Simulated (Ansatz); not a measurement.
Crystal: AlAu2.

```
Au Al
1.0
    -1.67151    1.67151    4.39908
     1.67151   -1.67151    4.39908
     1.67151    1.67151   -4.39908
Au Al
2 1
Direct
  0.34373 0.34373 0.00000
  0.65627 0.65627 0.00000
  0.00000 0.00000 0.00000
```

The cell comes from a database or a generator and needn't be the stable form of this composition.

Base run:

```yaml
Program: Ansatz 0.2.0
Functional: PBEsol
Potentials_or_basis: Ansatz PAW
Cutoff: 420 eV
Density_cutoff: 1680 eV
k_mesh: 11 × 11 × 11
Occupations: fermi-dirac, width 0.05 eV
Spin: spin-orbit coupling, no magnetisation
```

Its results: band gap on the k mesh none (metal or under the smearing width); pressure -3.4 GPa; largest force 0.042 eV/Å.

Problem. The run is repeated on the same cell with these changes: spin from spin-orbit coupling, no magnetisation to no spin polarisation; potential files from those of the base run to others of the same set. What comes out?

Solution. Band gap on the k mesh none (metal or under the smearing width); pressure -2.3 GPa; largest force 0.055 eV/Å.

Caveats: the PAW data sets come from PBE, with cores solved anew for the run's functional, which leaves a small shift of forces and pressure.

Not every run made on this cell is shown here.
